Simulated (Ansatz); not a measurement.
HfO2, DFT, PBE, all-electron LAPW, scalar-relativistic (Ansatz 0.2.0), run on 1 thread of Arm Neoverse V1 on a shared host.

The cell is COD entry 9009016, as deposited and not checked against the literature; nothing was relaxed. The listed cell was then made from it by scaling, straining or moving an atom.

Command: `ansatz run input.yaml --threads 1 --pin off --max-ram 4096MiB --backend cpu --events-out ev --progress --plain --runs-dir out`

```yaml
crystal:
  lattice:
    - [0.0, 2.634225, 2.5575]
    - [2.634225, 0.0, 2.5575]
    - [2.634225, 2.634225, 0.0]
  atoms:
    - { symbol: Hf, position: [0.0, 0.0, 0.0] }
    - { symbol: O, position: [0.25, 0.25, 0.25] }
    - { symbol: O, position: [0.75, 0.75, 0.75] }
kpoints:
  mp_grid: { grid: [9, 9, 9] }
  band_path:
    path:
      - [0.0, 0.0, 0.0]
      - [0.0, 0.5, 0.5]
      - [0.25, 0.75, 0.5]
      - [0.0, 0.5, 0.0]
      - [0.0, 0.0, 0.0]
      - [0.5, 0.5, 0.0]
      - [0.3826125, 0.6173875, 0.0]
      - [-0.3826125, 0.3826125, 0.0]
      - [0.0, 0.0, 0.0]
    npoints: 5
scf:
  occupations: { method: fermi_dirac, width: 0.01 }
hamiltonian:
  xc: pbe
  pseudopotentials: { kind: all_electron, lapw: { basis_error: 0.001 } }
output:
  forces: true
  stress: true
  eigenvalues: true
```

Task: How large is the problem that the program sets up?

Result: 75 irreducible k-points, 535 plane waves at Γ, 35 bands.

Task: About how long does it take, and how much memory does it use?

Result: 45 s of wall time for 9 SCF iterations, with a peak of 0.5 GiB. Times on shared machines scatter by tens of per cent.
